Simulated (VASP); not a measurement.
# C₂H₄O: training a force field on the fly

C₂H₄O, molecule in box, 7 atoms in the cell. PBE, machine-learned force field trained on the fly; PAW potentials C, O, H (PBE set).

## Input

INCAR.step1:
```
ALGO = Fast
ANDERSEN_PROB = 0.1
EDIFF = 1E-5
ENCUT = 400
IBRION = 0
ISIF = 2
ISMEAR = 0
ISYM = 0
LCHARG = False
LREAL = False
LWAVE = False
MDALGO = 1
ML_CTIFOR = 1E-6
ML_ICRITERIA = 0
ML_LMLFF = True
ML_MODE = train
ML_NMDINT = 1
ML_WTSIF = 1E-10
NELM = 100
NELMIN = 4
NSW = 160
POTIM = 0.7
PREC = Normal
RANDOM_SEED = 652701 0 0
SIGMA = 0.05
TEBEG = 300
```

INCAR.step2:
```
ALGO = Fast
EDIFF = 1E-5
ENCUT = 400
IBRION = 0
ISIF = 2
ISMEAR = 0
ISYM = 0
LANGEVIN_GAMMA = 10 10 10
LCHARG = False
LREAL = False
LWAVE = False
MDALGO = 3
ML_CTIFOR = 0.02
ML_LMLFF = True
ML_MODE = train
ML_NMDINT = 2
ML_WTSIF = 1E-10
NELM = 100
NELMIN = 4
NSW = 2000
POTIM = 0.7
PREC = Normal
RANDOM_SEED = 884591 0 0
SIGMA = 0.05
TEBEG = 180
TEEND = 375
```

INCAR.step3:
```
ALGO = Fast
EDIFF = 1E-5
ENCUT = 400
ISMEAR = 0
ISYM = 0
LCHARG = False
LREAL = False
LWAVE = False
ML_LMLFF = True
ML_MODE = refit
ML_WTSIF = 1E-10
NELM = 100
NELMIN = 4
PREC = Normal
SIGMA = 0.05
```

INCAR.step4:
```
ENCUT = 400
IBRION = -1
ISMEAR = 0
ISYM = 0
LCHARG = False
LWAVE = False
ML_LMLFF = True
ML_MODE = run
NSW = 0
NWRITE = 2
PREC = Normal
SIGMA = 0.05
```

INCAR.step5:
```
ALGO = Fast
EDIFF = 1E-5
ENCUT = 400
ISMEAR = 0
ISYM = 0
LCHARG = False
LREAL = False
LWAVE = False
NELM = 100
NELMIN = 4
PREC = Normal
SIGMA = 0.05
```

INCAR.step6:
```
EDIFFG = -2E-4
ENCUT = 400
IBRION = 2
ISIF = 2
ISMEAR = 0
ISYM = 0
LCHARG = False
LWAVE = False
ML_LMLFF = True
ML_MODE = run
NSW = 300
NWRITE = 0
PREC = Normal
SIGMA = 0.05
```

KPOINTS:
```
k-points
0
Gamma
  1 1 1
```

POSCAR.step1:
```
H4C2O
1.0
    9.0000000000      0.0000000000      0.0000000000
    0.0000000000      8.0000000000      0.0000000000
    0.0000000000      0.0000000000      9.0000000000
C O H
2 1 4
Direct
    0.4229555600      0.4410437500      0.4649444500
    0.5623444500      0.4956812500      0.5316888900
    0.4523555600      0.6127312400      0.4890999900
    0.4213222300      0.4020687500      0.3492555500
    0.3369666700      0.3872687600      0.5350111100
    0.5786777900      0.4820062500      0.6507444500
    0.6630333300      0.4968062500      0.4649888900
```

Commands (each step's output is kept before the next begins):
```
cat potpaw_PBE.64/C/POTCAR potpaw_PBE.64/O/POTCAR potpaw_PBE.64/H/POTCAR > POTCAR
cp INCAR.step1 INCAR
cp POSCAR.step1 POSCAR
mpirun -np 4 vasp_gam > vasp.out
cp ML_ABN ../ML_AB
cp CONTCAR POSCAR
cp ../ML_AB ML_AB
cp INCAR.step2 INCAR
mpirun -np 4 vasp_gam > vasp.out
cp ML_ABN ../ML_AB
cp CONTCAR POSCAR
cp ../ML_AB ML_AB
cp INCAR.step3 INCAR
mpirun -np 4 vasp_gam > vasp.out
cp ML_FFN ../ML_FF
cp ../ML_FF ML_FF
rm ML_AB
cp INCAR.step4 INCAR
mpirun -np 4 vasp_gam > vasp.out
cp INCAR.step5 INCAR
mpirun -np 4 vasp_gam > vasp.out
cp INCAR.step6 INCAR
mpirun -np 4 vasp_gam > vasp.out
cp CONTCAR ../POSCAR.min
cp CONTCAR POSCAR
cp INCAR.step5 INCAR
mpirun -np 4 vasp_gam > vasp.out
cp INCAR.step4 INCAR
mpirun -np 4 vasp_gam > vasp.out
```

## Result

- Force error of the fit (eV/Å): 0.007
- Energy error of the fit (eV/atom): 0.0001

The training runs are MD at 180 to 375 K, 1.5 ps in all.

Between the relaxed minimum and a frame of the training run, the force field gives 0.320 eV and DFT 0.313 eV.

ML_LOGFILE.step1:
```
# STATUS This line describes the overall status of each step.
# STATUS
# STATUS nstep ..... MD time step or input structure counter
# STATUS state ..... One-word description of step action
# STATUS             - "accurate"  (1) : Errors are low, force field is used
# STATUS             - "threshold" (2) : Errors exceeded threshold, structure is sampled from ab initio
# STATUS             - "learning"  (3) : Stored configurations are used for training force field
# STATUS             - "critical"  (4) : Errors are high, ab initio sampling and learning is enforced
# STATUS             - "predict"   (5) : Force field is used in prediction mode only, no error checking
# STATUS             - "predfast"  (6) : Prediction mode only, no error checking, no error estimates
# STATUS             - "interval"  (7) : Errors exceeded threshold, but too close to last sampling (ML_NMDINT)
# STATUS is ........ Integer representation of above one-word description (integer in parenthesis)
# STATUS doabin .... Perform ab initio calculation (T/F)
# STATUS iff ....... Force field available (T/F, False after startup hints to possible convergence problems)
[... 34 lines left out ...]
BEEF                  157   1.07593341E-05   9.66737094E-03   4.50011752E-03   1.00000000E-06   1.18566477E-01   7.78671767E-02
BEEF                  158   1.13739837E-05   1.01154411E-02   4.79351859E-03   1.00000000E-06   1.17815031E-01   7.73822795E-02
BEEF                  159   1.18679302E-05   1.02101629E-02   4.97830168E-03   1.00000000E-06   1.17998345E-01   7.72617736E-02
BEEF                  160   1.14298925E-05   9.77996250E-03   4.83681959E-03   1.00000000E-06   1.16728679E-01   7.61811665E-02
ERR                   157   1.73649942E-04   1.97580127E-02   2.09905636E+00
ERR                   158   1.72513052E-04   1.98154010E-02   2.10704201E+00
ERR                   159   1.70355415E-04   1.99142358E-02   2.10934248E+00
ERR                   160   1.70349420E-04   1.99332830E-02   2.09634595E+00
```

ML_LOGFILE.step2:
```
# STATUS This line describes the overall status of each step.
# STATUS
# STATUS nstep ..... MD time step or input structure counter
# STATUS state ..... One-word description of step action
# STATUS             - "accurate"  (1) : Errors are low, force field is used
# STATUS             - "threshold" (2) : Errors exceeded threshold, structure is sampled from ab initio
# STATUS             - "learning"  (3) : Stored configurations are used for training force field
# STATUS             - "critical"  (4) : Errors are high, ab initio sampling and learning is enforced
# STATUS             - "predict"   (5) : Force field is used in prediction mode only, no error checking
# STATUS             - "predfast"  (6) : Prediction mode only, no error checking, no error estimates
# STATUS             - "interval"  (7) : Errors exceeded threshold, but too close to last sampling (ML_NMDINT)
# STATUS is ........ Integer representation of above one-word description (integer in parenthesis)
# STATUS doabin .... Perform ab initio calculation (T/F)
# STATUS iff ....... Force field available (T/F, False after startup hints to possible convergence problems)
[... 34 lines left out ...]
BEEF                 1997   3.28870167E-05   1.67840879E-02   8.22584880E-03   2.00000000E-02   1.00741573E-01   5.70526480E-02
BEEF                 1998   3.29559371E-05   1.64122151E-02   8.25463429E-03   2.00000000E-02   9.84758638E-02   5.64924633E-02
BEEF                 1999   3.33426839E-05   1.62290400E-02   8.27685961E-03   2.00000000E-02   9.70774350E-02   5.62914178E-02
BEEF                 2000   3.29906929E-05   1.59955136E-02   8.06674483E-03   2.00000000E-02   9.49607260E-02   5.52293090E-02
ERR                     0   1.70054697E-04   1.99075334E-02   2.09264076E+00
ERR                   998   1.64621080E-04   2.07728625E-02   1.98365912E+00
ERR                  1333   1.70535619E-04   2.08106285E-02   1.95658074E+00
ERR                  1967   1.56245807E-04   2.04092822E-02   2.03969805E+00
```

ML_LOGFILE.step3:
```
# STATUS This line describes the overall status of each step.
# STATUS
# STATUS nstep ..... MD time step or input structure counter
# STATUS state ..... One-word description of step action
# STATUS             - "accurate"  (1) : Errors are low, force field is used
# STATUS             - "threshold" (2) : Errors exceeded threshold, structure is sampled from ab initio
# STATUS             - "learning"  (3) : Stored configurations are used for training force field
# STATUS             - "critical"  (4) : Errors are high, ab initio sampling and learning is enforced
# STATUS             - "predict"   (5) : Force field is used in prediction mode only, no error checking
# STATUS             - "predfast"  (6) : Prediction mode only, no error checking, no error estimates
# STATUS             - "interval"  (7) : Errors exceeded threshold, but too close to last sampling (ML_NMDINT)
# STATUS is ........ Integer representation of above one-word description (integer in parenthesis)
# STATUS doabin .... Perform ab initio calculation (T/F)
# STATUS iff ....... Force field available (T/F, False after startup hints to possible convergence problems)
[... 20 lines left out ...]
# BEEF bee_ave_stress ... Bayesian error estimate of stresses (average) (kB)
# BEEF              nstep       bee_energy    bee_max_force    bee_ave_force        threshold   bee_max_stress   bee_ave_stress
# BEEF                  2                3                4                5                6                7                8
# SPRSC This line shows the results of sparsification regarding the number
# SPRSC of reference structures and local reference configurations.
# SPRSC
STATUS                  0  learning  3      T      F         0         0
STATUS                  1  accurate  1      F      T         1         1
SPRSC                   0       175       175 C        114       114 O         48        48 H        197       197
ERR                     0   6.94900316E-05   6.82019483E-03   2.06814287E+00
```

Limits: the nuclei move classically.

VASP 6.6.1 took 307 s on 4 cores (Intel Xeon Platinum 8488C (Sapphire Rapids)), a shared host.
